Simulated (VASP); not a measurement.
# Bi (Im-3m) in VASP: further runs

One crystal, Bi, is run at these levels: LDA; tasks: single point, relaxation of cell and atoms.

All numbers are computed with VASP 6.6.1; they aren't measurements. Logs are shortened: lines on timing, memory, paths and dates and some standing lists are left out, and cuts for length are marked.

## Step 1: Starting point

Symmetry: Im-3m, No. 229, cubic system. The conventional cell has a = 3.984 Å, b = 3.984 Å, c = 3.984 Å, α = 90.00°, β = 90.00°, γ = 90.00°. Around Bi (site symmetry m-3m) lie 8 Bi at 3.45 Å.

This isn't the form of Bi at room conditions, which is rhombohedral.

## Step 2: Single point, LDA (relaxed again under DFT LDA, scalar-relativistic, plane waves, PAW)

File INCAR:

```
PREC = Accurate ; ENCUT = 520
EDIFF = 1E-6 ; ISMEAR = 0
SIGMA = 0.1 ; LREAL = False
LASPH = True ; NELM = 100
ALGO = Normal ; ISIF = 2
LWAVE = False ; LCHARG = True
GGA = CA ; LELF = True
LVHAR = True ; NBANDS = 14
```

File KPOINTS:

```
regular mesh
0
Gamma
  16 16 16
```

File POSCAR:

```
Bi
1.0
   -1.9411579754      1.9411579754      1.9411579754
    1.9411579754     -1.9411579754      1.9411579754
    1.9411579754      1.9411579754     -1.9411579754
Bi
1
Direct
    0.0000000000      0.0000000000      0.0000000000
```

Potentials or basis: VASP PAW LDA potentials, release 64 (Bi_d).

Command:

```sh
> cat potpaw_LDA.64/Bi_d/POTCAR > POTCAR
> mpirun -np 1 vasp_std > vasp.out
```

OUTCAR:

```text
PREC = Accurate
   ENCUT = 520
   EDIFF = 1E-6
   ISMEAR = 0
   LREAL = False
   LASPH = True
   NELM = 100
   ISIF = 2
   GGA = CA

 ion  position               nearest neighbor table
   1  0.000  0.000  0.000-

  LATTYP: Found a body centered cubic cell.
 ALAT       =     3.8823159508

  Lattice vectors:

 A1 = (  -1.9411579754,   1.9411579754,   1.9411579754)
 A2 = (   1.9411579754,  -1.9411579754,   1.9411579754)
 A3 = (   1.9411579754,   1.9411579754,  -1.9411579754)

Analysis of symmetry for initial positions (statically):
=====================================================================
 Subroutine PRICEL returns:
 Original cell was already a primitive cell.

 Routine SETGRP: Setting up the symmetry group for a
 body centered cubic supercell.

 Subroutine GETGRP returns: Found 48 space group operations
 (whereof 48 operations were pure point group operations)
 out of a pool of 48 trial point group operations.

The static configuration has the point symmetry O_h .

Analysis of symmetry for dynamics (positions and initial velocities):
=====================================================================
 Subroutine PRICEL returns:
 Original cell was already a primitive cell.

 Routine SETGRP: Setting up the symmetry group for a
 body centered cubic supercell.

 Subroutine GETGRP returns: Found 48 space group operations
 (whereof 48 operations were pure point group operations)
 out of a pool of 48 trial point group operations.

The dynamic configuration has the point symmetry O_h .

 Subroutine INISYM returns: Found 48 space group operations
 (whereof 48 operations are pure point group operations),
 and found     1 'primitive' translations

----------------------------------------------------------------------------------------

                                     Primitive cell

  volume of cell :      29.2579

  direct lattice vectors                    reciprocal lattice vectors
    -1.941157975  1.941157975  1.941157975     0.000000000  0.257578212  0.257578212
     1.941157975 -1.941157975  1.941157975     0.257578212  0.000000000  0.257578212
     1.941157975  1.941157975 -1.941157975     0.257578212  0.257578212  0.000000000

  length of vectors
     3.362184239  3.362184239  3.362184239     0.364270600  0.364270600  0.364270600

  position of ions in fractional coordinates (direct lattice)
     0.000000000  0.000000000  0.000000000

  ion indices of the primitive-cell ions
   primitive index   ion index
                 1           1

----------------------------------------------------------------------------------------

 KPOINTS: regular mesh

Automatic generation of k-mesh.
 Grid dimensions read from file:
 generate k-points for:   16   16   16

 Generating k-lattice:

  Cartesian coordinates                     Fractional coordinates (reciprocal lattice)
     0.000000000  0.016098638  0.016098638     0.062500000  0.000000000  0.000000000
     0.016098638  0.000000000  0.016098638     0.000000000  0.062500000  0.000000000
     0.016098638  0.016098638  0.000000000     0.000000000  0.000000000  0.062500000

  Length of vectors
     0.022766913  0.022766913  0.022766913

  Shift w.r.t. Gamma in fractional coordinates (k-lattice)
     0.000000000  0.000000000  0.000000000

 Subroutine IBZKPT returns following result:
 ===========================================

 Found    145 irreducible k-points:

 Following reciprocal coordinates:
            Coordinates               Weight
  0.000000  0.000000  0.000000      1.000000
  0.062500  0.000000  0.000000     12.000000
  0.125000  0.000000  0.000000     12.000000
  0.187500  0.000000  0.000000     12.000000
  0.250000  0.000000  0.000000     12.000000
  0.312500  0.000000  0.000000     12.000000
[... 16 lines left out ...]
  0.187500  0.187500  0.000000     24.000000
  0.250000  0.187500  0.000000     48.000000
 [... further k-points ...]
   k-points           NKPTS =    145   k-points in BZ     NKDIM =    145   number of bands    NBANDS=     14
   number of dos      NEDOS =    301   number of ions     NIONS =      1
   total plane-waves  NPLWV =  21952
   dimension x,y,z NGX =    28 NGY =   28 NGZ =   28
   dimension x,y,z NGXF=    56 NGYF=   56 NGZF=   56
   ions per type =               1
   NGX,Y,Z   is equivalent  to a cutoff of  13.84, 13.84, 13.84 a.u.
   NGXF,Y,Z  is equivalent  to a cutoff of  27.69, 27.69, 27.69 a.u.
 SYSTEM =  unknown system
   PREC   = accura    normal or accurate (medium, high low for compatibility)
   ISTART =      0    job   : 0-new  1-cont  2-samecut
   ICHARG =      2    charge: 1-file 2-atom 10-const
   ISPIN  =      1    spin polarized calculation?
   LNONCOLLINEAR =      F non collinear calculations
   LSORBIT =      F    spin-orbit coupling
   LASPH  =      T    aspherical Exc in radial PAW
   ENCUT  =  520.0 eV  38.22 Ry    6.18 a.u.   6.25  6.25  6.25*2*pi/ulx,y,z
   NELM   =    100;   NELMIN=  2; NELMDL= -5     # of ELM steps
   EDIFF  = 0.1E-05   stopping-criterion for ELM
[... 8 lines left out ...]
   TEBEG  =    0.0;   TEEND  =   0.0 temperature during run
   PSTRESS=    0.0 pullay stress
   NELECT =      15.0000    total number of electrons
   NUPDOWN=      -1.0000    fix difference up-down
   EMIN   =  10.00;   EMAX   =-10.00  energy-range for DOS
   EFERMI =   0.00;   METHOD = LEGACY
   ISMEAR =     0;   SIGMA  =   0.10  broadening in eV -4-tet -1-fermi 0-gaus
   EFERMI_NEDOS =   21; number of points for ismear=-14 and -15
   IALGO  =     38    algorithm
   IMIX   =      4    mixing-type and parameters
     AMIX     =   0.40;   BMIX     =  1.00
     AMIX_MAG =   1.60;   BMIX_MAG =  1.00
  volume/ion in A,a.u.               =      29.26       197.44
  Fermi-wavevector in a.u.,A,eV,Ry     =   1.310261  2.476034 23.358251  1.716783
  Thomas-Fermi vector in A             =   2.440803
   LORBIT       =      0    0 simple, 1 ext, 2 COOP (PROOUT), +10 PAW based schemes
   GGA     = CA    functional components
   LHFCALC =     F    Hartree Fock is set to
   AEXX    =    0.0000 exact exchange contribution
   IVDW    =     0    specifies the selected vdW correction
   LEPSILON=     F    determine dielectric tensor
   LRPA    =     F    only Hartree local field effects (RPA)
 non-spin polarized calculation
 Gauss-broadening in eV      SIGMA  =   0.10
  energy-cutoff  :      520.00
  volume of cell :       29.26
 maximum number of plane-waves:       802
 NGX is ok and might be reduce to    28
   NGX = 13   NGY = 13   NGZ = 13

 number of electron      15.0000005 magnetization

 Free energy of the ion-electron system (eV)
  ---------------------------------------------------
  ext. energy  EPLUGINS =         0.00000000
  ---------------------------------------------------
  free energy    TOTEN  =        -4.46743580 eV

  energy without entropy =       -4.46435161  energy(sigma->0) =       -4.46589370

 E-fermi :   8.4487     XC(G=0): -10.8268

 val. band max:        8.4083390076   @ k =  -0.1875   0.2500   0.1250
 cond. band min:       8.4565680199   @ k =   0.3125   0.1250   0.0625
 fundamental gap:      0.0482290123
 Fermi energy:         8.4486915369

 k-point     1 :       0.0000    0.0000    0.0000
  band No.  band energies     occupation
      1     -14.5600      2.00000
      2     -14.5600      2.00000
      3     -14.5600      2.00000
      4     -14.3997      2.00000
      5     -14.3997      2.00000
      6      -5.5086      2.00000
      7      13.9734      0.00000
      8      13.9734      0.00000
      9      13.9734      0.00000
     10      18.5272      0.00000
     11      18.9990      0.00000
     12      18.9990      0.00000
     13      18.9990      0.00000
     14      20.5933      0.00000

 k-point     2 :       0.0625    0.0000    0.0000
  band No.  band energies     occupation
      1     -14.5619      2.00000
      2     -14.5568      2.00000
      3     -14.5503      2.00000
      4     -14.4019      2.00000
      5     -14.4000      2.00000
      6      -5.4319      2.00000
      7      13.1563      0.00000
      8      13.7259      0.00000
      9      13.8973      0.00000
     10      18.2684      0.00000
     11      18.6527      0.00000
     12      18.8868      0.00000
     13      19.1474      0.00000
     14      20.9265      0.00000

 k-point     3 :       0.1250    0.0000    0.0000
  band No.  band energies     occupation
      1     -14.5673      2.00000
      2     -14.5483      2.00000
      3     -14.5226      2.00000
      4     -14.4079      2.00000
      5     -14.4010      2.00000
      6      -5.2026      2.00000
      7      11.4686      0.00000
      8      13.1159      0.00000
      9      13.6756      0.00000
     10      17.2843      0.00000
     11      18.0677      0.00000
     12      18.7669      0.00000
     13      20.0937      0.00000
     14      21.7961      0.00000

 k-point     4 :       0.1875    0.0000    0.0000
  band No.  band energies     occupation
      1     -14.5755      2.00000
      2     -14.5375      2.00000
      3     -14.4809      2.00000
      4     -14.4154      2.00000
      5     -14.4024      2.00000
      6      -4.8249      2.00000
      7       9.5877      0.00000
      8      12.3672      0.00000
      9      13.3420      0.00000
     10      16.4609      0.00000
     11      17.5231      0.00000
     12      18.8594      0.00000
     13      20.6536      0.00000
     14      22.9523      0.00000

 k-point     5 :       0.2500    0.0000    0.0000
  band No.  band energies     occupation
      1     -14.5851      2.00000
      2     -14.5289      2.00000
      3     -14.4312      2.00000
      4     -14.4207      2.00000
      5     -14.4040      2.00000
      6      -4.3089      2.00000
      7       7.7403      2.00000
      8      11.6336      0.00000
      9      12.9605      0.00000
     10      15.8155      0.00000
     11      17.0691      0.00000
     12      19.1990      0.00000
     13      21.0451      0.00000
     14      24.2456      0.00000

 k-point     6 :       0.3125    0.0000    0.0000
  band No.  band energies     occupation
      1     -14.5947      2.00000
      2     -14.5263      2.00000
      3     -14.4206      2.00000
      4     -14.4057      2.00000
      5     -14.3810      2.00000
      6      -3.6785      2.00000
      7       6.0309      2.00000
      8      11.0018      0.00000
      9      12.5994      0.00000
     10      15.3334      0.00000
     11      16.7156      0.00000
     12      19.7361      0.00000
     13      21.4319      0.00000
     14      25.5488      0.00000

 k-point     7 :       0.3750    0.0000    0.0000
  band No.  band energies     occupation
      1     -14.6029      2.00000
      2     -14.5291      2.00000
      3     -14.4161      2.00000
      4     -14.4070      2.00000
      5     -14.3380      2.00000
      6      -2.9903      2.00000
      7       4.5536      2.00000
      8      10.5215      0.00000
      9      12.3105      0.00000
     10      15.0002      0.00000
     11      16.4642      0.00000
     12      20.3797      0.00000
     13      21.8308      0.00000
     14      26.6905      0.00000
[... 205 lines left out ...]
 k-point    20 :       0.3125    0.1250    0.0000
  band No.  band energies     occupation
      1     -14.5880      2.00000
      2     -14.5198      2.00000
      3     -14.4202      2.00000
      4     -14.4113      2.00000
      5     -14.3441      2.00000
      6      -2.8107      2.00000
      7       4.7099      2.00000
      8       9.1157      0.00000
      9      11.6079      0.00000
     10      16.0294      0.00000
     11      18.2527      0.00000
     12      19.3877      0.00000
     13      22.5551      0.00000
     14      24.9486      0.00000

 k-point    21 :       0.3750    0.1250    0.0000
  band No.  band energies     occupation
      1     -14.5925      2.00000
      2     -14.5204      2.00000
      3     -14.4153      2.00000
      4     -14.4114      2.00000
      5     -14.3222      2.00000
      6      -2.2292      2.00000
      7       3.7049      2.00000
      8       8.7850      0.00000
      9      11.4147      0.00000
     10      15.8477      0.00000
     11      18.2079      0.00000
     12      20.0186      0.00000
     13      21.9957      0.00000
     14      26.1056      0.00000

 k-point    22 :       0.4375    0.1250    0.0000
  band No.  band energies     occupation
      1     -14.5940      2.00000
      2     -14.5211      2.00000
      3     -14.4147      2.00000
      4     -14.4099      2.00000
      5     -14.3144      2.00000
      6      -1.9789      2.00000
      7       3.3107      2.00000
      8       8.6750      0.00137
      9      11.3489      0.00000
     10      15.7871      0.00000
     11      18.1763      0.00000
     12      20.4958      0.00000
     13      21.5203      0.00000
     14      26.7570      0.00000

 k-point    23 :       0.1875    0.1875    0.0000
  band No.  band energies     occupation
      1     -14.5739      2.00000
      2     -14.5227      2.00000
      3     -14.4274      2.00000
      4     -14.4124      2.00000
      5     -14.3829      2.00000
      6      -3.5417      2.00000
      7       6.4559      2.00000
      8       9.2382      0.00000
      9      11.8679      0.00000
     10      16.8840      0.00000
     11      17.6937      0.00000
     12      20.3123      0.00000
     13      21.6315      0.00000
     14      23.1915      0.00000

 k-point    24 :       0.2500    0.1875    0.0000
  band No.  band energies     occupation
      1     -14.5767      2.00000
      2     -14.5116      2.00000
      3     -14.4247      2.00000
      4     -14.4159      2.00000
      5     -14.3580      2.00000
      6      -2.9153      2.00000
      7       5.3522      2.00000
      8       8.3054      1.95726
      9      11.5127      0.00000
     10      16.7398      0.00000
     11      18.1211      0.00000
     12      20.4705      0.00000
     13      22.7187      0.00000
     14      22.9551      0.00000

 [... further k-points ...]
[... 5 lines left out ...]
  --------------------------------------------------------------------------------------
  -------------------------------------------------------------------------------------
  Total        0.0188073      0.0188073      0.0188073      0.0000000      0.0000000      0.0000000
  in kB        1.0299006      1.0299006      1.0299006      0.0000000      0.0000000      0.0000000
  external PRESSURE =       1.0299006 kB  Pullay stress =       0.0000000 kB

 VOLUME and BASIS-vectors are now :
 -----------------------------------------------------------------------------
  energy-cutoff  :      520.00
  volume of cell :       29.26
      direct lattice vectors                 reciprocal lattice vectors
    -1.941157975  1.941157975  1.941157975     0.000000000  0.257578212  0.257578212
     1.941157975 -1.941157975  1.941157975     0.257578212  0.000000000  0.257578212
     1.941157975  1.941157975 -1.941157975     0.257578212  0.257578212  0.000000000

 POSITION                                       TOTAL-FORCE (eV/Angst)
 -----------------------------------------------------------------------------------
      0.00000      0.00000      0.00000        -0.000000      0.000000     -0.000000
 -----------------------------------------------------------------------------------
    total drift:                               -0.000000     -0.000000     -0.000000

  FREE ENERGIE OF THE ION-ELECTRON SYSTEM (eV)
  ---------------------------------------------------
  free  energy   TOTEN  =        -4.4674358017 eV

  energy  without entropy=       -4.4643516079  energy(sigma->0) =       -4.46589370
```

Run time: 19 s. Hardware: 1 thread of Intel Xeon 6975P-C (Granite Rapids), shared host; peak memory 0.17 GiB.

What came out:

| Quantity | Value |
| --- | --- |
| Free energy | -4.4674 eV |
| Pressure | 0.1 GPa |
| Band gap on the k mesh | none (metal or under the smearing width) |

Caveat: spin-orbit coupling is left out, which moves the levels of the heavy elements.

## Step 3: Relaxation of cell and atoms, LDA

File INCAR:

```
ALGO     = Normal         # electronic algorithm
EDIFF    = 1E-7           # SCF threshold, eV
EDIFFG   = -0.005         # ionic threshold
ENCUT    = 600            # plane-wave cutoff, eV
IBRION   = 2              # ionic algorithm
ISIF     = 3              # what is computed and relaxed
ISMEAR   = 0              # smearing method
LASPH    = T              # aspherical terms in the spheres
LCHARG   = F              # write CHGCAR
LREAL    = F              # projectors in reciprocal space
LWAVE    = F              # write WAVECAR
NELM     = 100            # most SCF steps
NSW      = 70             # ionic steps
PREC     = Accurate       # precision mode
SIGMA    = 0.1            # smearing width, eV
```

File KPOINTS:

```
k-points
0
Gamma
  16 16 16
```

File POSCAR:

```
Bi
1.0
   -1.9918029236      1.9918029236      1.9918029236
    1.9918029236     -1.9918029236      1.9918029236
    1.9918029236      1.9918029236     -1.9918029236
Bi
1
Direct
    0.0000000000      0.0000000000      0.0000000000
```

Potentials or basis: VASP PAW LDA potentials, release 64 (Bi_d).

Command:

```sh
> cat potpaw_LDA.64/Bi_d/POTCAR > POTCAR
> mpirun -np 1 vasp_std > vasp.out
```

Wall time 43 s (1 thread of Intel Xeon 6975P-C (Granite Rapids), shared host); peak memory 0.19 GiB.

The run converged. Its results:

```
Free energy                            : -4.4677 eV
Relaxed volume                         : 29.34 Å³/atom
Relaxed cell                           : a = 3.365 Å, b = 3.365 Å, c = 3.365 Å, α = 109.47°, β = 109.47°, γ = 109.47°
Space group after relaxing (to 0.05 Å) : Im-3m (No. 229)
Energy gained by relaxing              : 30.1 meV/atom
Ionic steps                            : 3
Pressure after relaxing                : 0.0 GPa
Band gap on the k mesh                 : none (metal or under the smearing width)
```

Step by step:
```tsv
step	energy change (eV)	largest force (eV/Å)	pressure (GPa)	volume (Å³)
1	0.0000	0.0000	-3.92	31.61
2	-0.0207	0.0000	2.77	28.20
3	-0.0301	0.0000	0.02	29.34
```

Final structure:
```
Bi
1.0
    -1.94287    1.94287    1.94287
     1.94287   -1.94287    1.94287
     1.94287    1.94287   -1.94287
Bi
1
Direct
  0.00000 0.00000 0.00000
```

Levels at points of the mesh, in eV from the Fermi level:
| k point | band 4 | band 5 | band 6 | band 7 | band 8 | band 9 | band 10 | band 11 |
| --- | --- | --- | --- | --- | --- | --- | --- | --- |
| (0.00, 0.00, 0.00) | -22.85 | -22.85 | -13.94 | 5.50 | 5.50 | 5.50 | 10.04 | 10.55 |
| (0.50, 0.00, 0.00) | -22.86 | -22.75 | -10.56 | -5.40 | 1.67 | 3.61 | 6.28 | 7.81 |
| (0.50, 0.50, 0.50) | -22.77 | -22.77 | -8.18 | -1.93 | -1.93 | -1.93 | 3.57 | 3.57 |

Caveat: spin-orbit coupling is left out, which moves the levels of the heavy elements.
